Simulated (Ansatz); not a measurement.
This Ansatz input for HfC (zincblende structure) was spoiled on purpose:

```yaml
crystal:
  lattice:
    - [0.0, 2.5221072291, 2.5221072291]
    - [2.5221072291, 0.0, 2.5221072291]
    - [2.5221072291, 2.5221072291, 0.0]
  atoms:
    - { symbol: Hf, position: [0.0, 0.0, 0.0] }
    - { symbol: C, position: [0.25, 0.25, 0.25] }
basis:
  ecutwfc: 420
  ecutrho_ratio: 4
kpoints:
  mp_grid: { grid: [12, 12, 12] }
hamiltonian:
  xc: pbe
scf:
  occupations: { method: gaussian, width: 0.05 }
  max_iter: [1, 2]
output:
  forces: true
  stress: true
```

Launched as:
```sh
ansatz run input.yaml --threads 2 --pin off --max-ram 2662MiB --backend cpu --events-out ev --progress --plain --runs-dir out
```

Question: What is wrong with it?

Answer: A value of the wrong type. Against the sound input: scf.max_iter: [1, 2].

What the program printed:

```
Error: YAML parse error: error: line 18 column 13: expected string scalar
  --> <input>:18:13
   |
```

The input was refused before any iteration. Cost: 0.02 s on 2 threads of Arm Neoverse N1, on a shared host, peak memory 0.06 GiB. The run before the change (PBE, 420 eV, 12×12×12 mesh) gave:

```tsv
run	P (GPa)	gap on the mesh (eV)	cell moment (μB)	largest force component (eV/Å)
sound	0.0	0.29	–	0.000
```

The structure was built from a prototype; whether the compound forms in it isn't claimed.
